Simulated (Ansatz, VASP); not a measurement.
## Two plane-wave programs on NaCl

POSCAR

```
NaCl
1.0
    3.5021900000      0.0000000000      0.0000000000
    0.0000000000      3.5021900000      0.0000000000
    0.0000000000      0.0000000000      3.5021900000
Na Cl
1 1
Direct
    0.0000000000      0.0000000000      0.0000000000
    0.5000000000      0.5000000000      0.5000000000
```

INCAR.step1

```
SYSTEM = NaCl
PREC = Accurate ; ENCUT = 520
ISMEAR = 0 ; SIGMA = 0.05
LREAL = .FALSE. ; LASPH = .TRUE.
NELM = 100 ; NBANDS = 14
GGA = PE ; ALGO = Normal
EDIFF = 1E-4 ; LWAVE = .TRUE.
LCHARG = .FALSE.
```

File INCAR.step2:

```
SYSTEM = NaCl
PREC = Accurate ; ENCUT = 520
EDIFF = 1E-6 ; ISMEAR = 0
SIGMA = 0.05 ; LREAL = .FALSE.
LASPH = .TRUE. ; NELM = 100
ALGO = Normal ; ISIF = 2
LWAVE = .FALSE. ; LCHARG = .FALSE.
METAGGA = R2SCAN ; LMIXTAU = .TRUE.
NBANDS = 14 ; ISTART = 1
```

Contents of KPOINTS:

```
regular mesh
0
G
  6 6 6
  0 0 0
```

Input for Ansatz:

```yaml
crystal:
  lattice:
    - [3.50219, 0.0, 0.0]
    - [0.0, 3.50219, 0.0]
    - [0.0, 0.0, 3.50219]
  atoms:
    - { symbol: Na, position: [0.0, 0.0, 0.0] }
    - { symbol: Cl, position: [0.5, 0.5, 0.5] }
basis:
  ecutwfc: 500
kpoints:
  mp_grid: { grid: [6, 6, 6] }
hamiltonian:
  xc: r2scan
scf:
  occupations: { method: gaussian, width: 0.05 }
output:
  forces: true
  stress: true
  eigenvalues: true
```

Measurements of this composition are mostly on another form, of space group No. 225.

Alike in both runs: task single point; functional r2SCAN; k mesh 6 × 6 × 6; occupations gaussian, width 0.05 eV; no spin polarisation.

|  | VASP | Ansatz |
| --- | --- | --- |
| version | VASP 6.6.1 | Ansatz 0.2.0 |
| potentials or method | VASP PAW PBE potentials, release 64 (Na_pv, Cl) | scalar-relativistic, plane waves, PAW |
| plane-wave cutoff (eV) | 520 | 500 |
| valence electrons in the cell | 14 | 16 |

|  | VASP | Ansatz | Ansatz less VASP |
| --- | --- | --- | --- |
| gap on the k mesh at the Fermi level (eV) | 4.81 | 4.78 | -0.033 |
| least direct gap on the mesh (eV) | 5.32 | 5.29 | -0.032 |
| pressure (GPa) | -1.2 | -1.0 | +0.27 |

The two sets of potentials don't hold the same shells in valence.

Caveats: the PAW data sets were made with another functional, which shifts forces and pressure a little (VASP). r2SCAN opens gaps a little over a GGA but as a rule still falls short of measured ones. A k mesh can miss the band edges.
